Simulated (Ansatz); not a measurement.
Si2Ni, 3 atoms in the cell. Symmetry: Fm-3m, No. 225, cubic system. The conventional cell has a = 5.406 Å, b = 5.406 Å, c = 5.406 Å, α = 90.00°, β = 90.00°, γ = 90.00°. Ni (site symmetry m-3m) has 8 Si at 2.34 Å as nearest neighbours. Si (site symmetry -43m) is surrounded by 4 Ni at 2.34 Å. 

```yaml
Program: Ansatz 0.2.0
Task: single point
Functional: PBE
Potentials_or_basis: Ansatz NC
Cutoff: "1400 eV (not typed: the program's choice for these potentials)"
k_mesh: 9 × 9 × 9
Occupations: cold, width 0.025 eV
Spin: collinear spin, ferromagnetic start
Starting_moments: "[1.0, 0.0, 0.0] μB"
Hubbard_terms: Ni d U = 3.5 eV
Hubbard_projectors: atomic
Double_counting: fll
```

Potentials or basis: Ansatz NC.

Launch:

```console
$ ansatz run input.yaml --threads 2 --pin off --max-ram 5120MiB --backend cpu --events-out ev --progress --plain --runs-dir out
```

Hardware: 2 threads of Arm Neoverse V1, on a shared host.

Estimate the wall time of this run.

It took 13 s on 2 threads of Arm Neoverse V1, on a shared host, peak memory 0.59 GiB. Counts: scf iterations 19, plane waves 4693, k points 35, bands 18.
